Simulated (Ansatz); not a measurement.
# BP: the change of pressure with volume scale

Periodic Kohn-Sham DFT of a crystal at fixed atoms, scaled to volume_scale times the given cell; pressure positive in compression, energy less spherical unpolarised free atoms, largest_vzz the field gradient of largest size among the nuclei. The results are calculated, by Ansatz 0.2.0.

The cell before it is scaled or strained (space group F-43m, No. 216):
```
CELL_PARAMETERS angstrom
0.00000 2.26900 2.26900
2.26900 0.00000 2.26900
2.26900 2.26900 0.00000
ATOMIC_POSITIONS crystal
B 0.00000 0.00000 0.00000
P 0.75000 0.75000 0.75000
```

Settings of every row: method all-electron PAW; functional PBE; relativity scalar; k mesh 15x15x15; filling fermi-dirac; smearing width 0.05 eV; nucleus gaussian.

Atom start moment: 0 on all atoms.

| row | volume scale | V (Å³/atom) | pressure (GPa) |
| --- | --- | --- | --- |
| 1 | 0.94 | 10.981 | 12.62 |
| 2 | 0.96 | 11.214 | 8.4 |
| 3 | 0.98 | 11.448 | 4.565 |
| 4 | 0.99 | 11.565 | 2.781 |
| 5 | 1 | 11.682 | 1.081 |
| 6 | 1.01 | 11.798 | -0.54 |
| 7 | 1.02 | 11.915 | -2.086 |
| 8 | 1.04 | 12.149 | ? |
| 9 | 1.06 | 12.383 | -7.579 |

Question: what pressure should row 8 give?

Worked fit of pressure. Take u = (V_r/V)^(2/3) − 1 with V_r = 11.623 Å³ an atom, which is twice the finite (Eulerian) strain; such expansions in the strain, on which the Birch-Murnaghan equation of state is built, carry the rest volume and the bulk modulus. The shown rows have u = 0.03861, 0.02417, 0.01017, 0.00334, -0.00337, -0.00991, -0.01641, -0.04135. Least squares give pressure = 1.9232 + 254.131 × u + 589.51 × u² GPa; a straight line predicts inner rows, each left out in turn, worse (root mean square 0.28 against 0.0073 GPa). The rows lie off it by 0.006, -0.010, -0.004, 0.002, 0.008, -0.003, 0.002, -0.002 (root mean square 0.0054 GPa). The pressure vanishes at u = -0.0077, or V = 11.76 Å³ an atom, and there the bulk modulus at fixed shape and fractions is B = −V dP/dV = (2/3)(1 + u) dP/du = 162 GPa. The withheld row has u = -0.02908, so the fit gives 1.9232 + 254.131 × (-0.02908) + 589.51 × (-0.02908)² = -4.968 GPa.

The calculation gave -4.964 GPa. The fit lies 0.004 GPa (0.02 % of the column's range) below it; its largest miss of a shown row is 0.010 GPa.
